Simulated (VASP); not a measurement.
MgTe: single point with PBEsol

Crystal: MgTe.

```
Mg Te
1.0
     4.56179    0.00000    0.00000
    -2.28090    3.95063    0.00000
     0.00000    0.00000    7.40935
Mg Te
2 2
Direct
  0.33333 0.66667 0.99654
  0.66667 0.33333 0.49654
  0.33333 0.66667 0.37346
  0.66667 0.33333 0.87346
```

The cell is a database's computed one.

```
Program                : VASP 6.6.1
Task                   : single point
Functional             : PBEsol
Potentials or basis    : VASP PAW PBE potentials, release 64 (Mg, Te)
Cutoff                 : 520 eV
k mesh                 : 9 × 9 × 4
Occupations            : gaussian, width 0.02 eV
Spin                   : no spin polarisation
Dipole correction      : no
Further INCAR settings : ALGO = Normal; EDIFF = 1e-07; NBANDS = 16
```

The pressure is 0.0 GPa. The band gap on the k mesh is 2.39 eV, direct.

Levels at points of the mesh, in eV from the valence-band top:
```csv
k point,band 6,band 7,band 8,band 9,band 10,band 11
"(0.00, 0.00, 0.00)",-0.02,-0.02,0.00,2.39,2.91,5.23
"(0.00, 0.00, 0.50)",-0.28,-0.28,-0.28,3.40,3.40,5.48
```

It took 100 s on 1 thread of Intel(R) Xeon(R) Platinum 8375C CPU @ 2.90GHz (Ice Lake) (shared host), peak memory 0.28 GiB.

Caveat: the PAW data sets were made with another functional, which shifts forces and pressure a little; spin-orbit coupling is left out, which moves the levels of the heavy elements.
